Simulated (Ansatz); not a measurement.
La in Ansatz: the effect of strain

La:

```
La
1.0
     3.75000    0.00000    0.00000
    -1.87500    3.24760    0.00000
     0.00000    0.00000    5.82720
La
2
Direct
  0.66667 0.33333 0.75000
  0.33333 0.66667 0.25000
```

This isn't the form of La at room conditions, which is double hcp.

Alike in all runs:

```yaml
Program: Ansatz 0.2.0
Task: band structure
Functional: PBE
Potentials_or_basis: Ansatz PAW
Cutoff: "420 eV (not typed: the program's choice for these potentials)"
k_mesh: 7 × 7 × 4
Occupations: fermi-dirac, width 0.05 eV
Spin: no spin polarisation
Kind_of_strain: uniaxial
Path: "[[\"G\", \"M\", \"K\", \"G\", \"A\", \"L\", \"H\", \"A\"], [\"L\", \"M\"], [\"K\", \"H\"]]"
Points_for_each_segment_of_the_path: 14
```

```tsv
strain	pressure (GPa)
-0.04	?
-0.02	1.3
-0.01	1.0
0	0.7
0.01	0.3
0.02	0.1
0.04	-0.5
```

What does the run with strain -0.04 give?

Pressure 1.9 GPa.

Worked out: A straight line through the other rows of the pressure, of slope -30.1 GPa per unit of strain, extrapolates to 1.9 GPa, against the run's 1.9.
